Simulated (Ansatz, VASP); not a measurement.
## C: VASP beside Ansatz

The input INCAR:

```
PREC = Accurate
ENCUT = 520
EDIFF = 1E-7
ISMEAR = -1
SIGMA = 0.02
LREAL = False
LASPH = True
NELM = 80
ALGO = Normal
ISIF = 2
LWAVE = False
LCHARG = False
GGA = PE
NBANDS = 16
```

The input KPOINTS:

```
Automatic mesh
0
Gamma
  12 12 8
```

The input POSCAR:

```
C
1.0
    1.7858175698      1.7858175698      0.0000000000
   -1.7858175698      1.7858175698      0.0000000000
    0.0000000000      0.0000000000      3.5716351397
C
4
Direct
    0.2500000000      0.5000000000      0.3750000000
    0.7500000000      0.0000000000      0.8750000000
    0.2500000000      0.0000000000      0.1250000000
    0.7500000000      0.5000000000      0.6250000000
```

Input for Ansatz:

```yaml
crystal:
  lattice:
    - [1.7858175698, 1.7858175698, 0.0]
    - [-1.7858175698, 1.7858175698, 0.0]
    - [0.0, 0.0, 3.5716351397]
  atoms:
    - { symbol: C, position: [0.25, 0.5, 0.375] }
    - { symbol: C, position: [0.75, 0.0, 0.875] }
    - { symbol: C, position: [0.25, 0.0, 0.125] }
    - { symbol: C, position: [0.75, 0.5, 0.625] }
kpoints:
  mp_grid: { grid: [12, 12, 8] }
scf:
  occupations: { method: fermi_dirac, width: 0.02 }
hamiltonian:
  xc: pbe
  pseudopotentials: { kind: all_electron, lapw: { basis_error: 0.001 } }
output:
  forces: true
  stress: true
  eigenvalues: true
```

Alike in both runs: task single point; functional PBE; k mesh 12 × 12 × 8; occupations fermi-dirac, width 0.02 eV; no spin polarisation.

|  | VASP | Ansatz |
| --- | --- | --- |
| version | VASP 6.6.1 | Ansatz 0.2.0 |
| potentials or method | VASP PAW PBE potentials, release 64 (C) | all-electron LAPW, scalar-relativistic |
| plane-wave cutoff (eV) | 520 | see its input |

```csv
,VASP,Ansatz,Ansatz less VASP
gap on the k mesh at the Fermi level (eV),4.12,4.13,+0.008
pressure (GPa),0.6,0.0,-0.69
```

Ansatz ran all-electron here, so the differences hold the error of VASP's frozen core and of both bases.
